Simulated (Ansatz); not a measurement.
# NiSi under pressure: fit and missing row

NiSi, Pmmn, a = 2.995 Å, b = 3.235 Å, c = 4.672 Å. This isn't the usual stable structure of the compound. Ansatz: PBEsol, PAW, 420 eV, Γ-centred 14×12×10 mesh on 4 atoms, Gaussian smearing 0.10 eV; no spin polarisation. Cell and atoms are relaxed at each pressure, and no other structure is tried, so the rows at high pressure may lie past a change of phase.

| V (Å³/atom) | P (GPa) |
| --- | --- |
| ? | 90.00 |
| 9.425 | 50.00 |
| 10.143 | 25.01 |
| 10.651 | 12.00 |
| 11.073 | 3.97 |
| 11.255 | 0.98 |
| 11.315 | 0.00 |
| 11.377 | -0.99 |

Question: Take V0 = 11.315 Å³/atom, fit the third-order Birch–Murnaghan form to the other rows, and predict the missing volume.

Answer: With the Eulerian strain f = ½[(V0/V)^(2/3) − 1] and y = P/[3f(1 + 2f)^(5/2)], the form is the line y = B0 + 1.5 B0 (B0′ − 4) f. Rows (f, y): 0.06479, 189.7; 0.03781, 183.8; 0.02057, 175.8; 0.00726, 175.8; 0.00178, 181.9; -0.00182, 183.0. Means f = 0.02173, y = 181.67; Σ(Δf)² = 0.003276, ΣΔfΔy = 0.4359; the slope is their ratio. y = 178.8 + 133.0 f GPa, so B0 = 178.8 GPa and B0′ = 4 + 2 × (133.0)/(3 × 178.8) = 4.50. P = 90.00 GPa is met at f = 0.09933 (y = 192.01), so V = V0 (1 + 2f)^(−3/2) = 8.622 Å³/atom. The run gave 8.654 Å³/atom, so the fit is 0.032 Å³/atom too low, 1.2 % of the span of the series, against an rms of 0.010 Å³/atom on the fitted rows. The row lies outside the fitted range. A fourth-order term fitted to the same rows gives P = 99.10 GPa at this row's volume (the line 88.03, the run 90.00), no gain. With a term in f² added B0′ becomes 3.06, so this figure hangs on the form.

The mesh isn't the same in all rows (14×12×10, 16×14×10).